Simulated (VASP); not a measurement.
# MnAs (P6_3/mmc) in VASP: single point with PBEsol

Aim: the single point of MnAs with PBEsol.

Everything below comes from runs of VASP 6.6.1. Logs are shortened: lines on timing, memory, paths and dates and some standing lists are left out, and cuts for length are marked.

## Step 1: The crystal as given

The structure is hexagonal, space group P6_3/mmc (No. 194). The conventional cell has a = 3.747 Å, b = 3.747 Å, c = 5.716 Å, α = 90.00°, β = 90.00°, γ = 120.00°. Around Mn (site symmetry -3m) lie 6 As at 2.59 Å and 2 Mn at 2.86 Å. As (site symmetry -6m2) is surrounded by 6 Mn at 2.59 Å.

The cell is a database's computed one.

## Step 2: Single point, PBEsol, collinear spin, typed start

INCAR

```
SYSTEM = MnAs
  PREC = Accurate
  ENCUT = 520
  EDIFF = 1E-6
  ISMEAR = 0
  SIGMA = 0.1
  LREAL = .FALSE.
  LASPH = .TRUE.
  NELM = 150
  ALGO = Fast
  ISIF = 2
  LWAVE = .FALSE.
  LCHARG = .FALSE.
  ISPIN = 2
  MAGMOM = 4 4 0 0
  LORBIT = 11
  LMAXMIX = 4
  GGA = PS
  NBANDS = 30
```

KPOINTS

```
Automatic mesh
0
G
  6 6 4
  0 0 0
```

POSCAR

```
MnAs
1.0
    3.7474839740      0.0000000000      0.0000000000
   -1.8737419870      3.2454163217      0.0000000000
    0.0000000000      0.0000000000      5.7162292751
Mn As
2 2
Direct
    0.0000000000      0.0000000000      0.0000000000
    0.0000000000      0.0000000000      0.5000000000
    0.6666666700      0.3333333300      0.7500000000
    0.3333333300      0.6666666700      0.2500000000
```

Potentials or basis: VASP PAW PBE potentials, release 64 (Mn_pv, As).

Run with:

```bash
cat potpaw_PBE.64/Mn_pv/POTCAR potpaw_PBE.64/As/POTCAR > POTCAR
mpirun -np 1 vasp_std > vasp.out
```

OUTCAR:

```text
SYSTEM = MnAs
   PREC = Accurate
   ENCUT = 520
   EDIFF = 1E-6
   ISMEAR = 0
   LREAL = .FALSE.
   LASPH = .TRUE.
   NELM = 150
   ISIF = 2
   ISPIN = 2
   LORBIT = 11
   GGA = PS

 ion  position               nearest neighbor table
   1  0.000  0.000  0.000-   3 2.59   4 2.59   4 2.59   3 2.59   3 2.59   4 2.59   2 2.86   2 2.86

   2  0.000  0.000  0.500-   3 2.59   4 2.59   4 2.59   3 2.59   3 2.59   4 2.59   1 2.86   1 2.86

   3  0.667  0.333  0.750-   1 2.59   2 2.59   1 2.59   2 2.59   1 2.59   2 2.59
   4  0.333  0.667  0.250-   1 2.59   2 2.59   1 2.59   2 2.59   1 2.59   2 2.59

  LATTYP: Found a hexagonal cell.
 ALAT       =     3.7474839740
 C/A-ratio  =     1.5253512263

  Lattice vectors:

 A1 = (   3.7474839740,   0.0000000000,   0.0000000000)
 A2 = (  -1.8737419870,   3.2454163217,   0.0000000000)
 A3 = (   0.0000000000,   0.0000000000,   5.7162292751)

Analysis of symmetry for initial positions (statically):
=====================================================================
 Subroutine PRICEL returns:
 Original cell was already a primitive cell.

 Routine SETGRP: Setting up the symmetry group for a
 hexagonal supercell.

 Subroutine GETGRP returns: Found 24 space group operations
 (whereof 12 operations were pure point group operations)
 out of a pool of 24 trial point group operations.

The static configuration has the point symmetry D_3d.
 The point group associated with its full space group is D_6h.

Analysis of symmetry for dynamics (positions and initial velocities):
=====================================================================
 Subroutine PRICEL returns:
 Original cell was already a primitive cell.

 Routine SETGRP: Setting up the symmetry group for a
 hexagonal supercell.

 Subroutine GETGRP returns: Found 24 space group operations
 (whereof 12 operations were pure point group operations)
 out of a pool of 24 trial point group operations.

The dynamic configuration has the point symmetry D_3d.
 The point group associated with its full space group is D_6h.

Analysis of structural, dynamic, and magnetic symmetry:
=====================================================================
 Subroutine PRICEL returns:
 Original cell was already a primitive cell.

 Routine SETGRP: Setting up the symmetry group for a
 hexagonal supercell.

 Subroutine GETGRP returns: Found 24 space group operations
 (whereof 12 operations were pure point group operations)
 out of a pool of 24 trial point group operations.

The overall configuration has the point symmetry D_3d.
 The point group associated with its full space group is D_6h.

 Subroutine INISYM returns: Found 24 space group operations
 (whereof 12 operations are pure point group operations),
 and found     1 'primitive' translations

----------------------------------------------------------------------------------------

                                     Primitive cell

  volume of cell :      69.5216

  direct lattice vectors                    reciprocal lattice vectors
     3.747483974  0.000000000  0.000000000     0.266845704  0.154063439  0.000000000
    -1.873741987  3.245416322  0.000000000     0.000000000  0.308126878  0.000000000
     0.000000000  0.000000000  5.716229275     0.000000000  0.000000000  0.174940499

  length of vectors
     3.747483974  3.747483974  5.716229275     0.308126878  0.308126878  0.174940499

  position of ions in fractional coordinates (direct lattice)
     0.000000000  0.000000000  0.000000000
     0.000000000  0.000000000  0.500000000
     0.666666670  0.333333330  0.750000000
     0.333333330  0.666666670  0.250000000

  ion indices of the primitive-cell ions
   primitive index   ion index
                 1           1
                 2           2
                 3           3
                 4           4

----------------------------------------------------------------------------------------

 KPOINTS: Automatic mesh

Automatic generation of k-mesh.
 Grid dimensions read from file:
 generate k-points for:    6    6    4

 Generating k-lattice:

  Cartesian coordinates                     Fractional coordinates (reciprocal lattice)
     0.044474284  0.025677240  0.000000000     0.166666667  0.000000000  0.000000000
     0.000000000  0.051354480  0.000000000     0.000000000  0.166666667  0.000000000
     0.000000000  0.000000000  0.043735125     0.000000000  0.000000000  0.250000000

  Length of vectors
     0.051354480  0.051354480  0.043735125

  Shift w.r.t. Gamma in fractional coordinates (k-lattice)
     0.000000000  0.000000000  0.000000000

 Subroutine IBZKPT returns following result:
 ===========================================

 Found     21 irreducible k-points:

 Following reciprocal coordinates:
            Coordinates               Weight
  0.000000  0.000000  0.000000      1.000000
  0.166667 -0.000000  0.000000      6.000000
  0.333333 -0.000000  0.000000      6.000000
  0.500000 -0.000000  0.000000      3.000000
  0.166667  0.166667  0.000000      6.000000
  0.333333  0.166667  0.000000     12.000000
[... 13 lines left out ...]
  0.333333  0.166667  0.500000     12.000000
  0.333333  0.333333  0.500000      2.000000
   k-points           NKPTS =     21   k-points in BZ     NKDIM =     21   number of bands    NBANDS=     30
   number of dos      NEDOS =    301   number of ions     NIONS =      4
   total plane-waves  NPLWV =  37632
   dimension x,y,z NGX =    28 NGY =   28 NGZ =   48
   dimension x,y,z NGXF=    56 NGYF=   56 NGZF=   96
   ions per type =               2   2
   NGX,Y,Z   is equivalent  to a cutoff of  12.42, 12.42, 13.96 a.u.
   NGXF,Y,Z  is equivalent  to a cutoff of  24.84, 24.84, 27.92 a.u.
 SYSTEM =  MnAs
   PREC   = accura    normal or accurate (medium, high low for compatibility)
   ISTART =      0    job   : 0-new  1-cont  2-samecut
   ICHARG =      2    charge: 1-file 2-atom 10-const
   ISPIN  =      2    spin polarized calculation?
   LNONCOLLINEAR =      F non collinear calculations
   LSORBIT =      F    spin-orbit coupling
   LASPH  =      T    aspherical Exc in radial PAW
   ENCUT  =  520.0 eV  38.22 Ry    6.18 a.u.   6.97  6.97 10.63*2*pi/ulx,y,z
   NELM   =    150;   NELMIN=  2; NELMDL= -5     # of ELM steps
   EDIFF  = 0.1E-05   stopping-criterion for ELM
   LREAL  =      F    real-space projection
   EDIFFG = 0.1E-04   stopping-criterion for IOM
   NSW    =      0    number of steps for IOM
   IBRION =     -1    ionic relax: 0-MD 1-quasi-New 2-CG
   NFREE  =      0    steps in history (QN), initial steepest desc. (CG)
   ISIF   =      2    stress and relaxation
   ISYM   =      2    0-nonsym 1-usesym 2-fastsym
   POTIM  = 0.5000    time-step for ionic-motion
   TEBEG  =    0.0;   TEEND  =   0.0 temperature during run
   PSTRESS=    0.0 pullay stress
   NELECT =      36.0000    total number of electrons
   NUPDOWN=      -1.0000    fix difference up-down
   EMIN   =  10.00;   EMAX   =-10.00  energy-range for DOS
   EFERMI =   0.00;   METHOD = LEGACY
   ISMEAR =     0;   SIGMA  =   0.10  broadening in eV -4-tet -1-fermi 0-gaus
   EFERMI_NEDOS =   21; number of points for ismear=-14 and -15
   IALGO  =     68    algorithm
   IMIX   =      4    mixing-type and parameters
     AMIX     =   0.40;   BMIX     =  1.00
     AMIX_MAG =   1.60;   BMIX_MAG =  1.00
  volume/ion in A,a.u.               =      17.38       117.29
  Fermi-wavevector in a.u.,A,eV,Ry     =   1.314627  2.484284 23.514172  1.728243
  Thomas-Fermi vector in A             =   2.444866
   LORBIT       =     11    0 simple, 1 ext, 2 COOP (PROOUT), +10 PAW based schemes
   GGA     = PS    functional components
   LHFCALC =     F    Hartree Fock is set to
   AEXX    =    0.0000 exact exchange contribution
   IVDW    =     0    specifies the selected vdW correction
   LEPSILON=     F    determine dielectric tensor
   LRPA    =     F    only Hartree local field effects (RPA)
 spin polarized calculation
 RMM-DIIS sequential band-by-band and
 Gauss-broadening in eV      SIGMA  =   0.10
  energy-cutoff  :      520.00
  volume of cell :       69.52
 maximum number of plane-waves:      1890
 NGX is ok and might be reduce to    28
   NGX = 13   NGY = 13   NGZ = 21

 number of electron      36.0000005 magnetization       6.3930209

 Free energy of the ion-electron system (eV)
  ---------------------------------------------------
  ext. energy  EPLUGINS =         0.00000000
  ---------------------------------------------------
  free energy    TOTEN  =       -30.17777767 eV

  energy without entropy =      -30.16615359  energy(sigma->0) =      -30.17196563

 E-fermi :   6.4183     XC(G=0): -11.1838

 val. band max:        6.4157971402   @ k =   0.3333   0.3333   0.0000
 cond. band min:       6.4576698960   @ k =   0.0000   0.0000   0.2500
 fundamental gap:      0.0418727558
 Fermi energy:         6.4182724247

 spin component 1

 k-point     1 :       0.0000    0.0000    0.0000
  band No.  band energies     occupation
      1     -43.3979      1.00000
      2     -43.3979      1.00000
      3     -43.3890      1.00000
      4     -43.3890      1.00000
      5     -43.2006      1.00000
      6     -43.1077      1.00000
[... 682 lines left out ...]
     29      15.6796      0.00000
     30      15.6800      0.00000
 Fermi energy:         6.4182724247

 spin component 2

 k-point     1 :       0.0000    0.0000    0.0000
  band No.  band energies     occupation
      1     -39.9346      1.00000
      2     -39.9346      1.00000
      3     -39.9238      1.00000
      4     -39.9238      1.00000
      5     -39.9123      1.00000
      6     -39.8034      1.00000
[... 682 lines left out ...]
     29      16.1709      0.00000
     30      16.1780      0.00000

------------------------ aborting loop because EDIFF is reached ----------------------------------------

  FORCE on cell =-STRESS in cart. coord.  units (eV):
  Direction    XX          YY          ZZ          XY          YZ          ZX
  --------------------------------------------------------------------------------------
  -------------------------------------------------------------------------------------
  Total       -3.8027664     -3.8027664     -4.8613414      0.0000000      0.0000000      0.0000000
  in kB      -87.6375826    -87.6375825   -112.0332324      0.0000000      0.0000000      0.0000000
  external PRESSURE =     -95.7694658 kB  Pullay stress =       0.0000000 kB

 VOLUME and BASIS-vectors are now :
 -----------------------------------------------------------------------------
  energy-cutoff  :      520.00
  volume of cell :       69.52
      direct lattice vectors                 reciprocal lattice vectors
     3.747483974  0.000000000  0.000000000     0.266845704  0.154063439  0.000000000
    -1.873741987  3.245416322  0.000000000     0.000000000  0.308126878  0.000000000
     0.000000000  0.000000000  5.716229275     0.000000000  0.000000000  0.174940499

 POSITION                                       TOTAL-FORCE (eV/Angst)
 -----------------------------------------------------------------------------------
      0.00000      0.00000      0.00000         0.000000      0.000000      0.000000
      0.00000      0.00000      2.85811         0.000000      0.000000      0.000000
      1.87374      1.08181      4.28717         0.000000     -0.000000      0.000000
     -0.00000      2.16361      1.42906        -0.000000      0.000000     -0.000000
 -----------------------------------------------------------------------------------
    total drift:                               -0.000000      0.000000      0.000000

  FREE ENERGIE OF THE ION-ELECTRON SYSTEM (eV)
  ---------------------------------------------------
  free  energy   TOTEN  =       -30.1777776697 eV

  energy  without entropy=      -30.1661535851  energy(sigma->0) =      -30.17196563

 total charge

# of ion       s       p       d       tot
------------------------------------------
    1        0.278   6.232   5.041  11.552
    2        0.278   6.232   5.041  11.552
    3        1.232   1.488   0.046   2.765
    4        1.232   1.488   0.046   2.765
--------------------------------------------------
tot          3.020  15.440  10.173  28.634

 magnetization (x)

# of ion       s       p       d       tot
------------------------------------------
    1        0.035   0.023   3.194   3.253
    2        0.035   0.023   3.194   3.253
    3        0.012  -0.146   0.008  -0.126
    4        0.012  -0.146   0.008  -0.126
--------------------------------------------------
tot          0.094  -0.245   6.404   6.253
```

Wall time 1.8 min (1 thread of AMD EPYC 7R13 (Zen 3), shared host); peak memory 0.22 GiB.

Results:

| Quantity | Value |
| --- | --- |
| Free energy | -30.1778 eV |
| Pressure | -9.6 GPa |
| Band gap on the k mesh | none (metal or under the smearing width) |
| Net moment | 6.39 μB per cell |
| Site moments | Mn +3.25; As -0.13 μB |
| Valence electrons inside the program's atomic spheres | Mn 11.55; As 2.77 |

Caveat: the PAW data sets were made with another functional, which shifts forces and pressure a little.
